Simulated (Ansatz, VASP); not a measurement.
One calculation of In, two programs

```
In
1.0
     3.44362    0.00000    0.00000
    -1.72181    2.98226    0.00000
     0.00000    0.00000    5.41016
In
2
Cartesian
  0.0000 1.9882 1.3525
  1.7218 0.9941 4.0576
```

Alike in both runs: functional PBE; k mesh 13 × 13 × 7; occupations fermi-dirac, width 0.08 eV; no spin polarisation.

Ansatz relaxed the structure, and its values are those at the end. VASP's run is a single point on that final structure, the one shown.

|  | VASP | Ansatz |
| --- | --- | --- |
| version | VASP 6.6.1 | Ansatz 0.2.0 |
| potentials or method | VASP PAW PBE potentials, release 64 (In_d) | PAW with Ansatz's default frozen-core files, scalar-relativistic |
| plane-wave cutoff (eV) | 520 | 420 |
| valence electrons in the cell | 26 | 26 |

```tsv
	VASP	Ansatz	Ansatz less VASP
pressure (GPa)	0.0	0.0	+0.05
```
